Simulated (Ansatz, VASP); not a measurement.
One calculation of Na, two programs

```
Na
1.0
    -2.03410    2.03410    2.27274
     2.03410   -2.03410    2.27274
     2.03410    2.03410   -2.27274
Na
1
Cartesian
  0.0000 0.0000 0.0000
```

Alike in both runs: task single point; functional PBEsol; k mesh 20 × 20 × 20; occupations gaussian, width 0.15 eV; no spin polarisation.

```csv
,VASP,Ansatz
version,VASP 6.6.1,Ansatz 0.2.0
potentials or method,"VASP PAW PBE potentials, release 64 (Na_pv)","scalar-relativistic, plane waves, PAW"
plane-wave cutoff (eV),520,420
valence electrons in the cell,7,9
```

VASP gave:

```
gap on the k mesh at the Fermi level (eV) : none
pressure (GPa)                            : -0.2
```

**Question.** What did Ansatz give for the same quantities?

**Answer.** gap on the k mesh at the Fermi level (eV): none; pressure (GPa): -0.3.

A gap of «none» marks a metal or a gap that the smearing closes. The two sets of potentials don't hold the same shells in valence.

Caveats: the PAW data sets were made with another functional, which shifts forces and pressure a little (VASP).
